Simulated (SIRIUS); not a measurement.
Runs of SIRIUS 7.12.0 on Nb. The structure is cubic, space group Im-3m (No. 229). Conventional cell: a = 3.328 Å, b = 3.328 Å, c = 3.328 Å, α = 90.00°, β = 90.00°, γ = 90.00°. Nb (site symmetry m-3m) has 8 Nb at 2.88 Å as nearest neighbours. 

```tsv
task	level	smearing	local orbitals (radial functions)	reference energy of the basis	smallest sphere radius times basis cutoff	start of the SCF	gap on the mesh (eV)	V0 of scaled cells (Å³/atom)	B0 (GPa)
equation of state	PBE	fermi-dirac 0.05 eV	-	-	-	-	-	18.20	171
single point	PBE	fermi-dirac 0.01 eV	Nb 13	0.38 Ha	8.79	LDA density	none	-	-
single point	PBE	fermi-dirac 0.1 eV	Nb 13	0.38 Ha	8.79	LDA density	none	-	-
equation of state	PBE	fermi-dirac 0.05 eV	Nb 13	-	8.79	-	-	18.20	171
single point	PBEsol	fermi-dirac 0.05 eV	Nb 13	0.38 Ha	8.79	LDA density	none	-	-
single point	PBE	fermi-dirac 0.05 eV	Nb 13	0.38 Ha	8.79	LDA density	none	-	-
equation of state	PBE+D3	fermi-dirac 0.05 eV	-	-	-	-	-	17.51	180
equation of state	PBE+D3(BJ)	fermi-dirac 0.05 eV	-	-	-	-	-	(a)	179
```

Alike in all rows: potentials or basis all-electron FP-LAPW, apw+lo standard; no spin polarisation; cell as given; k mesh 11 × 11 × 11; cutoff (eV) 163.

**Question.** Fill in the values left out.

**Answer.** (a) 17.49.

A k mesh can miss the band edges, and the runs leave out spin-orbit coupling on Nb.

A gap of «none» marks a metal or a gap under the smearing width.

Not every run made on this cell is shown here.
